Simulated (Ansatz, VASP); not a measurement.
**Ge: VASP beside Ansatz**

INCAR

```
SYSTEM = Ge
ALGO = Normal
EDIFF = 1E-7
EDIFFG = -0.04
ENCUT = 600
GGA = PS
IBRION = 2
ISIF = 3
ISMEAR = 0
LASPH = .True.
LCHARG = .False.
LREAL = .False.
LWAVE = .False.
NELM = 60
NSW = 90
PREC = Accurate
SIGMA = 0.1
```

KPOINTS

```
k-points
0
Gamma
  8 8 8
  0 0 0
```

File POSCAR:

```
Ge
1.0
   -1.5748580405      1.5748580405      2.3959167662
    1.5748580405     -1.5748580405      2.3959167662
    1.5748580405      1.5748580405     -2.3959167662
Ge
1
Direct
    0.0000000000      0.0000000000      0.0000000000
```

Input for Ansatz:

```yaml
crystal:
  lattice:
    - [-1.5748580405, 1.5748580405, 2.3959167662]
    - [1.5748580405, -1.5748580405, 2.3959167662]
    - [1.5748580405, 1.5748580405, -2.3959167662]
  atoms:
    - { symbol: Ge, position: [0.0, 0.0, 0.0] }
basis:
  ecutwfc: 420
kpoints:
  mp_grid: { grid: [8, 8, 8] }
hamiltonian:
  xc: pbesol
scf:
  occupations: { method: gaussian, width: 0.1 }
  lower_state_search: "off"
output:
  forces: true
  stress: true
  eigenvalues: true
relax:
  adjacent_minimum: "off"
  f_tol: 0.04
  max_steps: 70
  cell: { stress_tol: 0.4 }
```

Alike in both runs: task relaxation of cell and atoms; functional PBEsol; k mesh 8 × 8 × 8; occupations gaussian, width 0.1 eV; no spin polarisation.

|  | VASP | Ansatz |
| --- | --- | --- |
| version | VASP 6.6.1 | Ansatz 0.2.0 |
| potentials or method | VASP PAW PBE potentials, release 64 (Ge_d) | scalar-relativistic, plane waves, PAW |
| plane-wave cutoff (eV) | 600 | 420 |
| valence electrons in the cell | 14 | 14 |

|  | VASP | Ansatz | Ansatz less VASP |
| --- | --- | --- | --- |
| gap on the k mesh at the Fermi level, each at its own relaxed structure (eV) | none | none | - |
| relaxed volume (Å³/atom) | 18.64 | 18.61 | -0.027 |
| relaxed cell length with the largest relative difference (Å) | 2.990 | 2.989 | -0.0014 |
| energy change over the relaxation (meV/atom) | -217 | -218 | -0.7 |

A gap of «none» marks a metal or a gap that the smearing closes.

Caveats: the volume moved by over 15 % at a fixed basis, so the end points are rough (VASP); the PAW data sets were made with another functional, which shifts forces and pressure a little (VASP).
